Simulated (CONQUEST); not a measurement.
SnTe in CONQUEST: convergence with k mesh

SnTe:

```
Te Sn
1.0
     4.45597    0.00000    0.00000
     0.00000    4.45597    0.00000
     0.00000    0.00000    6.30170
Te Sn
2 2
Direct
  0.00841 0.99797 0.49376
  0.50841 0.49797 0.99376
  0.00287 0.98765 0.99243
  0.50287 0.48765 0.49243
```

The cell isn't the ideal one: atoms moved at random.

```yaml
Program: CONQUEST 1.3
Task: convergence study
Functional: LDA
Potentials_or_basis: PseudoDojo NC LDA, DZP, grid cutoff 120 Ha
k_mesh: 1 × 1 × 1
Occupations: fermi-dirac, width 0.05 eV
Spin: no spin polarisation
```

These are the settings of the first run; the series varies k mesh, with any setting tied to it.

Hardware: 1 thread of INTEL(R) XEON(R) PLATINUM 8581C CPU @ 2.30GHz (Emerald Rapids) (shared host).

```
   k mesh  energy less the tightest run, at zero smearing (meV/atom)  pressure (GPa)  largest force (eV/Å)  gap on the mesh (eV)  SCF cycles  CPU time (s)  peak memory (GiB)
1 × 1 × 1                                                    -106.25            5.74                 0.363                 4.087           6            21               0.81
2 × 2 × 1                                                    -485.21           -3.75                 0.039                 1.922           6            22               0.81
2 × 2 × 2                                                     550.36            1.12                 0.458                 0.075           7            23               0.81
3 × 3 × 2                                                      77.36           -0.73                 0.022                 1.049           6            22               0.81
4 × 4 × 3                                                     -16.04           -1.20                 0.018                 0.968           6            25               0.81
5 × 5 × 3                                                     -14.16           -1.02                 0.014                 0.797           6            25               0.81
5 × 5 × 4                                                       1.53           -1.12                 0.015                 0.670           6            29               0.81
6 × 6 × 4                                                       1.34           -1.14                 0.014                 0.081           6            34               0.81
8 × 8 × 5                                                       0.86           -1.08                 0.017                 0.487           6            45               0.81
9 × 9 × 6                                                       0.00           -1.10                 0.019                 0.409           6            55               0.81
```

Against the tightest run, the energy stays within 1 meV/atom from 8 × 8 × 5 on; the pressure stays within 0.1 GPa from 5 × 5 × 3 on; the largest force stays within 0.005 eV/Å from 3 × 3 × 2 on. Not settled before the last step: the gap on the mesh (to 0.01 eV). Meshes of other sizes hit other points, so gaps and Fermi surfaces needn't settle smoothly. The tightest run that finished is the yardstick and may itself not be fully converged.

Caveat, for the tightest run too: spin-orbit coupling is left out, which moves the levels of the heavy elements; an odd mesh through Γ misses points on the zone boundary, where band edges often lie; the basis of atomic orbitals isn't converged, which shifts pressures, moduli and gaps.
